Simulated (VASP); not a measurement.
# MoSe2 (P6_3/mmc) in VASP: notebook

One crystal, MoSe2, is run at these levels: PBE+D3(BJ); tasks: relaxation of cell and atoms.

Everything below comes from runs of VASP 6.6.1. Logs are shortened: lines on timing, memory, paths and dates and some standing lists are left out, and cuts for length are marked.

## 1. Starting point

It takes space group P6_3/mmc (No. 194, hexagonal). Conventional cell: a = 3.288 Å, b = 3.288 Å, c = 12.900 Å, α = 90.00°, β = 90.00°, γ = 120.00°. Around Mo (site symmetry -6m2) lie 6 Se at 2.49 Å. Around Se (site symmetry 3m) lie 3 Mo at 2.49 Å.

## 2. Relaxation of cell and atoms, PBE+D3(BJ)

Contents of INCAR:

```
  PREC = Accurate
  ENCUT = 600
  EDIFF = 1E-6
  ISMEAR = 0
  SIGMA = 0.03
  LREAL = F
  LASPH = T
  NELM = 80
  ALGO = Normal
  ISIF = 3
  LWAVE = F
  LCHARG = F
  GGA = PE
  IVDW = 12
  IBRION = 2
  NSW = 90
  EDIFFG = -0.01
  KPAR = 4
```

Contents of KPOINTS:

```
Automatic mesh
0
Gamma
  9 9 2
```

Contents of POSCAR:

```
MoSe2
1.0
    3.2880000000      0.0000000000      0.0000000000
   -1.6440000000      2.8474915276      0.0000000000
    0.0000000000      0.0000000000     12.9000000000
Mo Se
2 4
Direct
    0.3333333333      0.6666666667      0.2500000000
    0.6666666667      0.3333333333      0.7500000000
    0.3333333333      0.6666666667      0.6250000000
    0.6666666667      0.3333333333      0.1250000000
    0.3333333333      0.6666666667      0.8750000000
    0.6666666667      0.3333333333      0.3750000000
```

Potentials or basis: VASP PAW PBE potentials, release 64 (Mo_sv, Se).

Run with:

```bash
$ cat potpaw_PBE.64/Mo_sv/POTCAR potpaw_PBE.64/Se/POTCAR > POTCAR
$ mpirun -np 4 vasp_std > vasp.out
```

OUTCAR:

```text
PREC = Accurate
   ENCUT = 600
   EDIFF = 1E-6
   ISMEAR = 0
   LREAL = F
   LASPH = T
   NELM = 80
   ISIF = 3
   GGA = PE
   IVDW = 12
   IBRION = 2
   NSW = 90
   EDIFFG = -0.01
 IVDW          = 12

 ion  position               nearest neighbor table
   1  0.333  0.667  0.250-   4 2.49   6 2.49   4 2.49   6 2.49   4 2.49   6 2.49
   2  0.667  0.333  0.750-   3 2.49   5 2.49   3 2.49   5 2.49   3 2.49   5 2.49
   3  0.333  0.667  0.625-   2 2.49   2 2.49   2 2.49
   4  0.667  0.333  0.125-   1 2.49   1 2.49   1 2.49
   5  0.333  0.667  0.875-   2 2.49   2 2.49   2 2.49
   6  0.667  0.333  0.375-   1 2.49   1 2.49   1 2.49

  LATTYP: Found a hexagonal cell.
 ALAT       =     3.2880000000
 C/A-ratio  =     3.9233576642

  Lattice vectors:

 A1 = (   3.2880000000,   0.0000000000,   0.0000000000)
 A2 = (  -1.6440000000,   2.8474915276,   0.0000000000)
 A3 = (   0.0000000000,   0.0000000000,  12.9000000000)

Analysis of symmetry for initial positions (statically):
=====================================================================
 Subroutine PRICEL returns:
 Original cell was already a primitive cell.

 Routine SETGRP: Setting up the symmetry group for a
 hexagonal supercell.

 Subroutine GETGRP returns: Found 24 space group operations
 (whereof 12 operations were pure point group operations)
 out of a pool of 24 trial point group operations.

The static configuration has the point symmetry D_3d.
 The point group associated with its full space group is D_6h.

Analysis of symmetry for dynamics (positions and initial velocities):
=====================================================================
 Subroutine PRICEL returns:
 Original cell was already a primitive cell.

 Routine SETGRP: Setting up the symmetry group for a
 hexagonal supercell.

 Subroutine GETGRP returns: Found 24 space group operations
 (whereof 12 operations were pure point group operations)
 out of a pool of 24 trial point group operations.

The dynamic configuration has the point symmetry D_3d.
 The point group associated with its full space group is D_6h.

 Subroutine INISYM returns: Found 24 space group operations
 (whereof 12 operations are pure point group operations),
 and found     1 'primitive' translations

----------------------------------------------------------------------------------------

                                     Primitive cell

  volume of cell :     120.7769

  direct lattice vectors                    reciprocal lattice vectors
     3.288000000  0.000000000  0.000000000     0.304136253  0.175593148  0.000000000
    -1.644000000  2.847491528  0.000000000     0.000000000  0.351186295  0.000000000
     0.000000000  0.000000000 12.900000000     0.000000000  0.000000000  0.077519380

  length of vectors
     3.288000000  3.288000000 12.900000000     0.351186295  0.351186295  0.077519380

  position of ions in fractional coordinates (direct lattice)
     0.333333333  0.666666667  0.250000000
     0.666666667  0.333333333  0.750000000
     0.333333333  0.666666667  0.625000000
     0.666666667  0.333333333  0.125000000
     0.333333333  0.666666667  0.875000000
     0.666666667  0.333333333  0.375000000

  ion indices of the primitive-cell ions
   primitive index   ion index
                 1           1
                 2           2
                 3           3
                 4           4
                 5           5
                 6           6

----------------------------------------------------------------------------------------

 KPOINTS: Automatic mesh

Automatic generation of k-mesh.
 Grid dimensions read from file:
 generate k-points for:    9    9    2

 Generating k-lattice:

  Cartesian coordinates                     Fractional coordinates (reciprocal lattice)
     0.033792917  0.019510350  0.000000000     0.111111111  0.000000000  0.000000000
     0.000000000  0.039020699  0.000000000     0.000000000  0.111111111  0.000000000
     0.000000000  0.000000000  0.038759690     0.000000000  0.000000000  0.500000000

  Length of vectors
     0.039020699  0.039020699  0.038759690

  Shift w.r.t. Gamma in fractional coordinates (k-lattice)
     0.000000000  0.000000000  0.000000000

 Subroutine IBZKPT returns following result:
 ===========================================

 Found     24 irreducible k-points:

 Following reciprocal coordinates:
            Coordinates               Weight
  0.000000  0.000000  0.000000      1.000000
  0.111111  0.000000  0.000000      6.000000
  0.222222 -0.000000  0.000000      6.000000
  0.333333  0.000000  0.000000      6.000000
  0.444444 -0.000000  0.000000      6.000000
  0.111111  0.111111  0.000000      6.000000
[... 16 lines left out ...]
  0.333333  0.222222  0.500000     12.000000
  0.333333  0.333333  0.500000      2.000000
   k-points           NKPTS =     24   k-points in BZ     NKDIM =     24   number of bands    NBANDS=     31
   number of dos      NEDOS =    301   number of ions     NIONS =      6
   total plane-waves  NPLWV =  84672
   dimension x,y,z NGX =    28 NGY =   28 NGZ =  108
   dimension x,y,z NGXF=    56 NGYF=   56 NGZF=  216
   ions per type =               2   4
   NGX,Y,Z   is equivalent  to a cutoff of  14.16, 14.16, 13.92 a.u.
   NGXF,Y,Z  is equivalent  to a cutoff of  28.31, 28.31, 27.84 a.u.
 SYSTEM =  unknown system
   PREC   = accura    normal or accurate (medium, high low for compatibility)
   ISTART =      0    job   : 0-new  1-cont  2-samecut
   ICHARG =      2    charge: 1-file 2-atom 10-const
   ISPIN  =      1    spin polarized calculation?
   LNONCOLLINEAR =      F non collinear calculations
   LSORBIT =      F    spin-orbit coupling
   LASPH  =      T    aspherical Exc in radial PAW
   ENCUT  =  600.0 eV  44.10 Ry    6.64 a.u.   6.57  6.57 25.76*2*pi/ulx,y,z
   NELM   =     80;   NELMIN=  2; NELMDL= -5     # of ELM steps
   EDIFF  = 0.1E-05   stopping-criterion for ELM
   LREAL  =      F    real-space projection
   EDIFFG = -.1E-01   stopping-criterion for IOM
   NSW    =     90    number of steps for IOM
   IBRION =      2    ionic relax: 0-MD 1-quasi-New 2-CG
   NFREE  =      1    steps in history (QN), initial steepest desc. (CG)
   ISIF   =      3    stress and relaxation
   ISYM   =      2    0-nonsym 1-usesym 2-fastsym
   POTIM  = 0.5000    time-step for ionic-motion
   TEBEG  =    0.0;   TEEND  =   0.0 temperature during run
   PSTRESS=    0.0 pullay stress
   NELECT =      52.0000    total number of electrons
   NUPDOWN=      -1.0000    fix difference up-down
   EMIN   =  10.00;   EMAX   =-10.00  energy-range for DOS
   EFERMI =   0.00;   METHOD = LEGACY
   ISMEAR =     0;   SIGMA  =   0.03  broadening in eV -4-tet -1-fermi 0-gaus
   EFERMI_NEDOS =   21; number of points for ismear=-14 and -15
   IALGO  =     38    algorithm
   IMIX   =      4    mixing-type and parameters
     AMIX     =   0.40;   BMIX     =  1.00
     AMIX_MAG =   1.60;   BMIX_MAG =  1.00
  volume/ion in A,a.u.               =      20.13       135.84
  Fermi-wavevector in a.u.,A,eV,Ry     =   1.236179  2.336039 20.791580  1.528138
  Thomas-Fermi vector in A             =   2.370798
   LORBIT       =      0    0 simple, 1 ext, 2 COOP (PROOUT), +10 PAW based schemes
   GGA     = PE    functional components
   LHFCALC =     F    Hartree Fock is set to
   AEXX    =    0.0000 exact exchange contribution
   IVDW    =    12    specifies the selected vdW correction
   LEPSILON=     F    determine dielectric tensor
   LRPA    =     F    only Hartree local field effects (RPA)
 conjugate gradient relaxation of ions
 non-spin polarized calculation
 Gauss-broadening in eV      SIGMA  =   0.03
  energy-cutoff  :      600.00
  volume of cell :      120.78
 maximum number of plane-waves:      4085
 NGX is ok and might be reduce to    28
   NGX = 13   NGY = 13   NGZ = 51

--------------------------------------- Ionic step        1  -------------------------------------------

 number of electron      52.0000000 magnetization

 Free energy of the ion-electron system (eV)
  ---------------------------------------------------
  ext. energy  EPLUGINS =         0.00000000
  ---------------------------------------------------
  free energy    TOTEN  =       -39.72286923 eV

  energy without entropy =      -39.72286923  energy(sigma->0) =      -39.72286923

------------------------ aborting loop because EDIFF is reached ----------------------------------------

 Edisp (eV)   -2.81791

 E8    (eV) :    -1.2164

  FORCE on cell =-STRESS in cart. coord.  units (eV):
  Direction    XX          YY          ZZ          XY          YZ          ZX
  --------------------------------------------------------------------------------------
  -------------------------------------------------------------------------------------
  Total       2.00732     2.00732     6.19748     0.00000    -0.00000     0.00000
  in kB      26.62825    26.62825    82.21330     0.00000    -0.00000     0.00000
  external pressure =       45.16 kB  Pullay stress =        0.00 kB
[... 109 lines left out ...]
  FREE ENERGIE OF THE ION-ELECTRON SYSTEM (eV)
  ---------------------------------------------------
  free  energy   TOTEN  =       -42.6480674996 eV

  energy  without entropy=      -42.6480674996  energy(sigma->0) =      -42.64806750

[... ionic steps 4 to 11 ...]

--------------------------------------- Ionic step       12  -------------------------------------------

 number of electron      52.0000002 magnetization

------------------------ aborting loop because EDIFF is reached ----------------------------------------

 Edisp (eV)   -2.87569

 E8    (eV) :    -1.2406
[... 77 lines left out ...]
  energy  without entropy=      -42.6832728288  energy(sigma->0) =      -42.68327283

--------------------------------------- Ionic step       14  -------------------------------------------

 number of electron      52.0000002 magnetization

 Free energy of the ion-electron system (eV)
  ---------------------------------------------------
  ext. energy  EPLUGINS =         0.00000000
  ---------------------------------------------------
  free energy    TOTEN  =       -39.81140704 eV

  energy without entropy =      -39.81140704  energy(sigma->0) =      -39.81140704

 E-fermi :   6.9794     XC(G=0): -10.8318

 val. band max:        6.7250385893   @ k =   0.0000   0.0000   0.0000
 cond. band min:       7.5672989215   @ k =   0.2222   0.1111   0.0000
 fundamental gap:      0.8422603322
 Fermi energy:         6.9793555281

 k-point     1 :       0.0000    0.0000    0.0000
  band No.  band energies     occupation
      1     -54.4806      2.00000
      2     -54.4806      2.00000
      3     -28.6511      2.00000
      4     -28.6510      2.00000
      5     -28.4536      2.00000
      6     -28.4536      2.00000
[... 842 lines left out ...]
  FREE ENERGIE OF THE ION-ELECTRON SYSTEM (eV)
  ---------------------------------------------------
  free  energy   TOTEN  =       -42.6851719021 eV

  energy  without entropy=      -42.6851719021  energy(sigma->0) =      -42.68517190

 reached required accuracy - stopping structural energy minimisation
```

Wall time 7.4 min (4 MPI ranks of Intel Xeon Platinum 8259CL at 2.50GHz (Skylake/Cascade Lake), shared host); peak memory 0.35 GiB.

What came out:

| Property | Result |
| --- | --- |
| Free energy | -42.6852 eV |
| Relaxed volume | 19.74 Å³/atom |
| Relaxed cell | a = 3.279 Å, b = 3.279 Å, c = 12.725 Å, α = 90.00°, β = 90.00°, γ = 120.00° |
| Space group after relaxing (to 0.05 Å) | P6_3/mmc (No. 194) |
| Energy gained by relaxing | 24.1 meV/atom |
| Ionic steps | 14 |
| Pressure after relaxing | 0.0 GPa |
| Band gap on the k mesh | 0.84 eV, indirect (least direct gap 1.46 eV) |
| Dispersion energy per atom | -0.479 eV |

Step by step:
```
step  energy change (eV)  largest force (eV/Å)  pressure (GPa)  volume (Å³)
   1              0.0000                1.1441            4.52       120.78
   2              0.2308                1.2853           -9.26       130.92
   3             -0.1073                0.1481           -1.23       124.27
   4             -0.1075                0.1809           -1.04       124.14
   5             -0.1225                0.1168           -0.28       122.48
   6             -0.1232                0.0997           -0.06       122.02
   7             -0.1275                0.0908           -0.06       121.61
   8             -0.1379                0.0632           -0.04       120.35
   9             -0.1435                0.0013            0.20       117.83
  10             -0.1443                0.0241            0.12       118.56
  11             -0.1444                0.0212            0.12       118.46
  12             -0.1443                0.0191            0.13       118.39
  13             -0.1425                0.1161           -0.76       118.94
  14             -0.1444                0.0004            0.01       118.46
```

Final structure:
```
Mo Se
1.0
     3.27866    0.00000    0.00000
    -1.63933    2.83941    0.00000
     0.00000    0.00000   12.72501
Mo Se
2 4
Direct
  0.33333 0.66667 0.25000
  0.66667 0.33333 0.75000
  0.33333 0.66667 0.61833
  0.66667 0.33333 0.11833
  0.33333 0.66667 0.88167
  0.66667 0.33333 0.38167
```

Levels at points of the mesh, in eV from the valence-band top:
```tsv
k point	band 24	band 25	band 26	band 27	band 28	band 29
(0.00, 0.00, 0.00)	-1.19	-0.67	0.00	2.46	2.46	2.54
(0.00, 0.00, 0.50)	-1.51	-0.16	-0.16	2.47	2.47	2.47
```

Caveat: an odd mesh through Γ misses points on the zone boundary, where band edges often lie.

## 3. Relaxation of cell and atoms, PBE+D3(BJ)

This run uses another cell than the first one, of 19.74 Å³/atom, 0.981 times its volume.

Edit INCAR of step 2 so:

```diff
@@ -2,3 +2,3 @@
   ENCUT = 600
-  EDIFF = 1E-6
+  EDIFF = 1E-7
   ISMEAR = 0
@@ -16,3 +16,3 @@
   NSW = 90
-  EDIFFG = -0.01
+  EDIFFG = -0.005
   KPAR = 4
```

KPOINTS is that of step 2.

Contents of POSCAR:

```
MoSe2                                   
1.0
    3.2786626285     -0.0000000000     -0.0000000000
   -1.6393313142      2.8394051267      0.0000000000
   -0.0000000000     -0.0000000000     12.7250115930
  Mo              Se            
     2     4
Direct
     0.3333333332999970    0.6666666667000030    0.2500000000000000
     0.6666666667000030    0.3333333332999970    0.7500000000000000
     0.3333333332999970    0.6666666667000030    0.6183309793776686
     0.6666666667000030    0.3333333332999970    0.1183309793776689
     0.3333333332999970    0.6666666667000030    0.8816690206223313
     0.6666666667000030    0.3333333332999970    0.3816690206223311
```

Potentials or basis: VASP PAW PBE potentials, release 64 (Mo_sv, Se).

Run with:

```bash
$ cat potpaw_PBE.64/Mo_sv/POTCAR potpaw_PBE.64/Se/POTCAR > POTCAR
$ mpirun -np 4 vasp_std > vasp.out
```

Wall time 57 s (4 MPI ranks of Intel Xeon Platinum 8259CL at 2.50GHz (Skylake/Cascade Lake), shared host); peak memory 0.32 GiB.

It converged, with:

* Free energy: -42.6844 eV
* Pressure after relaxing: 0.0 GPa
* Band gap on the k mesh: 0.84 eV, indirect (least direct gap 1.46 eV)
* Dispersion energy per atom: -0.479 eV

Final structure:
```cif
data_structure
_symmetry_space_group_name_H-M 'P 1'
_symmetry_Int_Tables_number 1
_cell_length_a 3.2787
_cell_length_b 3.2787
_cell_length_c 12.7250
_cell_angle_alpha 90.000
_cell_angle_beta 90.000
_cell_angle_gamma 120.000
_cell_volume 118.46
loop_
_atom_site_label
_atom_site_type_symbol
_atom_site_fract_x
_atom_site_fract_y
_atom_site_fract_z
_atom_site_occupancy
Mo1 Mo 0.33333 0.66667 0.25000 1
Mo2 Mo 0.66667 0.33333 0.75000 1
Se1 Se 0.33333 0.66667 0.61833 1
Se2 Se 0.66667 0.33333 0.11833 1
Se3 Se 0.33333 0.66667 0.88167 1
Se4 Se 0.66667 0.33333 0.38167 1
```

Levels at points of the mesh, in eV from the valence-band top:
```csv
k point,band 22,band 23,band 24,band 25,band 26,band 27,band 28,band 29,band 30,band 31
"(0.00, 0.00, 0.00)",-1.48,-1.48,-1.19,-0.67,0.00,2.46,2.47,2.54,2.56,2.60
"(0.00, 0.00, 0.50)",-1.51,-1.51,-1.51,-0.16,-0.16,2.47,2.47,2.47,2.47,2.75
```

Caveat: the relaxation stopped at its first step, so nothing moved; an odd mesh through Γ misses points on the zone boundary, where band edges often lie.
